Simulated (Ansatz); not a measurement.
The system is AlNi.

```
Ni Al
1.0
     2.30068   -1.39468    0.00000
     2.30068    1.39468    0.00000
    -1.35645    0.00000    3.88084
Ni Al
1 1
Direct
  0.50000 0.50000 0.50000
  0.00000 0.00000 0.00000
```

The cell comes from a database or a generator and needn't be the stable form of this composition.

```yaml
Program: Ansatz 0.2.0
Task: single point
Functional: PBE
Potentials_or_basis: all-electron LAPW, scalar-relativistic
Cutoff: 258 eV (chosen from the basis error)
Basis_error_allowed: 0.001 eV/atom
k_mesh: 11 × 11 × 7
Occupations: fermi-dirac, width 0.05 eV
Spin: collinear spin, ferromagnetic start
Starting_moments: "[1.0, 0.0] μB"
```

On this cell: pressure 1.8 GPa; largest force under 0.003 eV/Å; net moment 0.00 μB per cell; band gap on the k mesh none (metal or under the smearing width).

The same run follows on a disturbed copy (atoms moved at random, drawn with an rms of 0.05 Å):

```
Ni Al
1.0
     2.30068   -1.39468    0.00000
     2.30068    1.39468    0.00000
    -1.35645    0.00000    3.88084
Ni Al
1 1
Direct
  0.47710 0.51088 0.50630
  0.00512 0.01198 0.01376
```

Task: What does the disturbed cell give?

Result: The energy (extrapolated to zero smearing) moves by +4.3 meV/atom; pressure 2.0 GPa; largest force 0.281 eV/Å; net moment 0.00 μB per cell; band gap on the k mesh none (metal or under the smearing width).

Forces in eV/Å, atoms in the order of the input:
```
Ni   0.110 -0.115  0.231
Al  -0.110  0.115 -0.231
```

Stress tensor (GPa, compression positive):
```
 2.88  0.08 -0.53
 0.08  0.64  0.05
-0.53  0.05  2.49
```

Caveats: the starting moments weren't kept.
